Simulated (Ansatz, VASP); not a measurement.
## AlRu in VASP and in Ansatz

The input INCAR:

```
PREC = Accurate ; ENCUT = 520
EDIFF = 1E-7 ; ISMEAR = -1
SIGMA = 0.05 ; LREAL = False
LASPH = True ; NELM = 80
ALGO = Normal ; ISIF = 2
LWAVE = False ; LCHARG = False
LMAXMIX = 4 ; GGA = RE
```

File KPOINTS:

```
Automatic mesh
0
Gamma
  9 9 9
```

POSCAR

```
AlRu
1.0
    2.9916000000      0.0000000000      0.0000000000
    0.0000000000      2.9916000000      0.0000000000
    0.0000000000      0.0000000000      2.9916000000
Ru Al
1 1
Direct
    0.5000000000      0.5000000000      0.5000000000
    0.0000000000      0.0000000000      0.0000000000
```

The input KPOINTS_OPT:

```
path GXMGRX,MR
20
line-mode
reciprocal
 0.0000000000  0.0000000000  0.0000000000  G
 0.0000000000  0.5000000000  0.0000000000  X

 0.0000000000  0.5000000000  0.0000000000  X
 0.5000000000  0.5000000000  0.0000000000  M

 0.5000000000  0.5000000000  0.0000000000  M
 0.0000000000  0.0000000000  0.0000000000  G

 0.0000000000  0.0000000000  0.0000000000  G
 0.5000000000  0.5000000000  0.5000000000  R

 0.5000000000  0.5000000000  0.5000000000  R
 0.0000000000  0.5000000000  0.0000000000  X

 0.5000000000  0.5000000000  0.0000000000  M
 0.5000000000  0.5000000000  0.5000000000  R
```

Contents of input.yaml:

```yaml
crystal:
  lattice:
    - [2.9916, 0.0, 0.0]
    - [0.0, 2.9916, 0.0]
    - [0.0, 0.0, 2.9916]
  atoms:
    - { symbol: Ru, position: [0.5, 0.5, 0.5] }
    - { symbol: Al, position: [0.0, 0.0, 0.0] }
hamiltonian:
  xc: revpbe
  pseudopotentials: { kind: paw }
kpoints:
  mp_grid: { grid: [9, 9, 9] }
  band_path:
    path:
      - [[0.0, 0.0, 0.0], [0.0, 0.5, 0.0], [0.5, 0.5, 0.0], [0.0, 0.0, 0.0], [0.5, 0.5, 0.5], [0.0, 0.5, 0.0]]
      - [[0.5, 0.5, 0.0], [0.5, 0.5, 0.5]]
    npoints: 14
scf:
  occupations: { method: fermi_dirac, width: 0.05 }
  n_extra_bands: 6
output:
  forces: true
  stress: true
  eigenvalues: true
  fatbands: false
  write_density: true
  write_potential: true
  elf: true
  volumetric_format: npy
```

Alike in both runs: task band structure; functional revPBE; k mesh 9 × 9 × 9; occupations fermi-dirac, width 0.05 eV; no spin polarisation.

```csv
,VASP,Ansatz
version,VASP 6.6.1,Ansatz 0.2.0
potentials or method,"VASP PAW PBE potentials, release 64 (Ru_pv, Al)",Ansatz PAW
plane-wave cutoff (eV),520,420
valence electrons in the cell,17,19
```

|  | VASP | Ansatz | Ansatz less VASP |
| --- | --- | --- | --- |
| gap on the k mesh at the Fermi level (eV) | none | none | - |
| pressure (GPa) | 5.0 | 5.2 | +0.18 |

A gap of «none» marks a metal or a gap that the smearing closes. The functional is the same, so the differences come from potentials, cutoffs and numerics. The two sets of potentials don't hold the same shells in valence.

Caveats: the PAW data sets were made with another functional, which shifts forces and pressure a little (VASP); the PAW data sets come from PBE, with cores solved anew for the run's functional, which leaves a small shift of forces and pressure (Ansatz).
